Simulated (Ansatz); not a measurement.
**Ti: opening a crack plane**

Ti, Fm-3m, a = 4.056 Å. This isn't the element's structure at ambient conditions. Ansatz: PBEsol, PAW, 420 eV, Γ-centred 23×23×5 mesh on 6 atoms, Gaussian smearing 0.15 eV; no spin polarisation. One cut on (111) per cell of 6 atoms is opened rigidly by x, between planes of Ti and Ti that stand 2.34 Å apart; y is the energy per area (7.123 Å², 1 eV/Å² = 16.02 J/m²).

| x (Å) | y (J/m²) |
| --- | --- |
| 0.00 | 0.000 |
| 0.25 | ? |
| 0.50 | 0.537 |
| 0.75 | 1.043 |
| 1.00 | 1.584 |
| 1.50 | 2.555 |
| 2.00 | 3.241 |
| 3.00 | 3.933 |
| 4.50 | 4.201 |
| 6.00 | 4.226 |

Fit the universal binding curve y = W[1 − (1 + x/l) e^(−x/l)] to the other rows, give the peak stress, and predict the missing value.

Least squares gives W = 4.29 J/m² and l = 0.759 Å. The stress dy/dx peaks at x = l with W/(e l) = 20.8 GPa, for rigid faces. At x = 0.25: x/l = 0.329, y = 0.187 J/m². The run gave 0.152 J/m², so the fit is 0.035 J/m² too high, within the rms miss on the fitted rows (0.054 J/m²).

Opening the close-packed planes costs energy slowly at first, then steeply, and the cost has almost levelled off by 4.50 Å, where the two faces hardly interact. This is the usual course of metallic cohesion: the bonding comes largely from overlap of partly filled d states, helped by the more diffuse sp electrons, and it fades roughly exponentially as the surface densities separate. The work of separation covers two new faces, so the surface energy of each unrelaxed face is half of it.

The miss at 0.25 Å isn't random scatter. The fit also lies above the computed energies from 0.50 to 1.00 Å, then below them from 1.50 to 3.00 Å. The real curve therefore starts softer and rises more sharply in between than a single decay length allows, which suggests that the true stress maximum lies slightly beyond l and is a little higher than the fitted one. The peak stress is an ideal cleavage limit, and says nothing about whether slip would blunt a crack first.
